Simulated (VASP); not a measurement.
**Si12C11 (a cell with a defect): single point with LDA**

The system is Si12C11 (a cell with a defect).

```
CELL_PARAMETERS angstrom
0.00000 6.53700 6.53700
4.35800 0.00000 4.35800
4.35800 4.35800 0.00000
ATOMIC_POSITIONS crystal
Si 0.99611 0.99688 0.99437
Si 0.99747 0.99552 0.51445
Si 0.99802 0.51557 0.99327
Si 0.99779 0.50286 0.50024
Si 0.33584 0.00147 0.99742
Si 0.33431 0.99975 0.49939
Si 0.33433 0.50238 0.99691
Si 0.33420 0.50224 0.49867
Si 0.66658 0.00068 0.99860
Si 0.66566 0.00015 0.50152
Si 0.66562 0.50422 0.99742
Si 0.66578 0.50271 0.50020
C 0.08472 0.12922 0.62173
C 0.08477 0.62420 0.12661
C 0.08516 0.62391 0.62135
C 0.41365 0.12815 0.12529
C 0.41354 0.12858 0.62525
C 0.41339 0.62925 0.12500
C 0.41644 0.62680 0.62387
C 0.74723 0.12879 0.12621
C 0.74982 0.12773 0.62199
C 0.75016 0.62397 0.12519
C 0.74928 0.62710 0.62442
```

```
Program                : VASP 6.6.1
Task                   : single point
Functional             : LDA
Potentials or basis    : VASP PAW LDA potentials, release 64 (Si, C)
Cutoff                 : 450 eV
k mesh                 : 2 × 3 × 3
Occupations            : gaussian, width 0.03 eV
Spin                   : collinear spin, ferromagnetic start
Starting moments       : [0.25, 0.25, 0.25, 0.0, 0.25, 0.0, 0.0, 0.0, 0.0, 0.0, 0.0, 0.0, 0.0, 0.0, 0.0, 0.0, 0.0, 0.0, 0.0, 0.0, 0.0, 0.0, 0.0] μB
Fixed moment           : 1 μB
Dq                     : 1
Further INCAR settings : LREAL = Auto; ALGO = Normal; EDIFF = 1e-05; ISYM = 0; NELECT = 91.0
```

```yaml
Largest_force: 0.163 eV/Å
Net_moment: 1.00 μB per cell
Site_moments: Si +0.09, +0.08, +0.07, +0.00, +0.04, +0.01; C +0.02, +0.01, -0.00 μB
Valence_electrons_inside_the_program's_atomic_spheres: Si 1.64, 1.65, 1.68, 1.63, 1.69, 1.67; C 2.52, 2.53, 2.54
```

Forces in eV/Å, atoms in the order of the input:
```
Si  -0.067 -0.100 -0.102
Si   0.082  0.086 -0.087
Si   0.094 -0.098  0.091
Si   0.007 -0.004 -0.002
Si  -0.083  0.099  0.086
Si   0.009 -0.012  0.030
Si   0.004  0.025 -0.009
Si  -0.021  0.000 -0.006
Si   0.000 -0.002  0.006
Si  -0.006 -0.024 -0.001
Si  -0.003  0.001 -0.019
Si  -0.007 -0.004  0.000
C   -0.007  0.003 -0.034
C   -0.003 -0.036  0.006
C    0.042  0.006  0.007
C   -0.018  0.003  0.010
C    0.010  0.015 -0.004
C   -0.001  0.014 -0.006
C   -0.006 -0.002 -0.003
C   -0.022  0.003  0.008
C   -0.001  0.024  0.003
C    0.009 -0.003  0.021
C   -0.011  0.006  0.006
```

Wall time 94 s on 4 MPI ranks on AMD EPYC 9R45 (Zen 5), on a shared host, peak memory 0.37 GiB a rank.

Caveat: the k mesh is coarse (spacing up to 0.42 Å⁻¹), so the values aren't converged; the total moment is fixed, so each spin has its own Fermi level.
